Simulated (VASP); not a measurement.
Set up this calculation in VASP 6.6.1, as the native input.

* Task: single point
* Functional: PBE
* Potentials or basis: VASP PAW PBE potentials, release 64 (Al)
* Cutoff: 520 eV
* k mesh: 18 × 18 × 18
* Occupations: methfessel-paxton, width 0.2 eV
* Spin: no spin polarisation
* Further INCAR settings: ALGO = Normal; EDIFF = 1e-07

The structure of Al lies in POSCAR:

```
Al                                      
1.0
    0.0000000000      2.0596135469      2.0596135469
    2.0596135469      0.0000000000      2.0596135469
    2.0596135469      2.0596135469      0.0000000000
  Al            
     1
Direct
     0.0000000000000000    0.0000000000000000    0.0000000000000000
```

The cell isn't the ideal one: a relaxed cell with its volume scaled by 1.06.

The input as run:

INCAR

```
  PREC = Accurate
  ENCUT = 520
  EDIFF = 1E-7
  ISMEAR = 1
  SIGMA = 0.2
  LREAL = F
  LASPH = T
  NELM = 100
  ALGO = Normal
  ISIF = 2
  LWAVE = F
  LCHARG = F
  GGA = PE
```

KPOINTS

```
regular mesh
0
Gamma
  18 18 18
```

Potentials or basis: VASP PAW PBE potentials, release 64 (Al).

Run with:

```console
$ cat potpaw_PBE.64/Al/POTCAR > POTCAR
$ mpirun -np 1 vasp_std > vasp.out
```

Results of the run:

```json
{
 "Pressure": "-4.0 GPa",
 "Band gap on the k mesh": "none (metal or under the smearing width)"
}
```

Wall time 7.7 s on 1 thread of Intel(R) Xeon(R) Platinum 8488C (Sapphire Rapids), with other jobs on the host, peak memory 0.14 GiB.
